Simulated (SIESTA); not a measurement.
Write the native input for SIESTA 5.4.2 that does the following.

* Task: single point
* Functional: PBE
* Potentials or basis: PseudoDojo 0.4 standard (PBE files)
* Basis: DZP (energy shift 0.003 Ry; two zetas on semicore shells)
* Grid cutoff: 800 Ry
* Energy shift: 0.003 Ry
* k mesh: 11 × 11 × 6
* Occupations: fermi-dirac, width 0.05 eV
* Spin: collinear spin, ferromagnetic start
* Starting moments: [4.0, 0.0, 0.0] μB

The system is MnO2.

```
Mn O
1.0
     2.85658    0.00000    0.00000
    -1.42829    2.47387    0.00000
     0.00000    0.00000    4.60137
Mn O
1 2
Direct
  0.97175 0.98616 0.50509
  0.34615 0.66772 0.70444
  0.68623 0.33476 0.30771
```

The cell comes from a database or a generator and needn't be the stable form of this composition.

The cell isn't the ideal one: atoms moved at random, drawn with an rms of 0.05 Å.

The input as run:

MnO2.fdf

```
SystemName                      MnO2
SystemLabel                     MnO2
NumberOfSpecies                 2
NumberOfAtoms                   3
%block ChemicalSpeciesLabel
  1  25 Mn
  2   8 O
%endblock ChemicalSpeciesLabel

LatticeConstant                 1.0 Ang
%block LatticeVectors
     2.8565781804     0.0000000000     0.0000000000
    -1.4282890902     2.4738692722     0.0000000000
     0.0000000000     0.0000000000     4.6013740589
%endblock LatticeVectors
AtomicCoordinatesFormat         Fractional
%block AtomicCoordinatesAndAtomicSpecies
    -0.0282480000    -0.0138430000     0.5050870000  1  Mn
     0.3461540000     0.6677230000     0.7044410000  2  O
     0.6862270000     0.3347620000     0.3077070000  2  O
%endblock AtomicCoordinatesAndAtomicSpecies

%block kgrid.MonkhorstPack
   11   0   0  0.0
    0  11   0  0.0
    0   0   6  0.0
%endblock kgrid.MonkhorstPack
XC.Functional                   GGA
XC.Authors                      PBE
PAO.BasisSize                   DZP
PAO.EnergyShift                 0.003 Ry
Mesh.Cutoff                     800 Ry
Spin                            polarized
%block DM.InitSpin
    1   4.000
    2   0.000
    3   0.000
%endblock DM.InitSpin
OccupationFunction              FD
ElectronicTemperature           0.05 eV
MaxSCFIterations                200
SCF.MustConverge                false
SCF.Mixer.Method                Pulay
SCF.Mixer.Weight                0.1
SCF.Mixer.History               10
SCF.DM.Tolerance                5.0e-05
SCF.H.Tolerance                 1.0e-03 eV
WriteForces                     true
Charge.Mulliken                 end
%block PAO.Basis
  Mn 5
  n=3 0 2
    2.732 0.000
  n=4 0 2
    7.626 0.000
  n=3 1 2
    3.070 0.000
  n=4 1 1
    7.626
  n=3 2 2
    5.108 0.000
%endblock PAO.Basis
```

Potentials or basis: PseudoDojo 0.4 standard (PBE files), DZP (energy shift 0.003 Ry; two zetas on semicore shells).

Run with:

```console
$ siesta MnO2.fdf > MnO2.out 2>&1
```

It gave:

The pressure is 15.1 GPa. The largest force is 1.910 eV/Å, the band gap on the k mesh is 0.71 eV, indirect (least direct gap 0.71 eV) and the net moment is 3.00 μB per cell. The site moments are Mn +2.89; O +0.05, +0.06 μB.

Caveat: short orbitals over semicore shells can move pressures by several GPa; an odd mesh through Γ misses points on the zone boundary, where band edges often lie; the basis of atomic orbitals isn't converged, which shifts pressures, moduli and gaps; a cell with one magnetic atom can't hold antiferromagnetic order, which such compounds often take.

It took 110 s on 1 thread of Arm Neoverse V1 (shared host), peak memory 0.29 GiB.
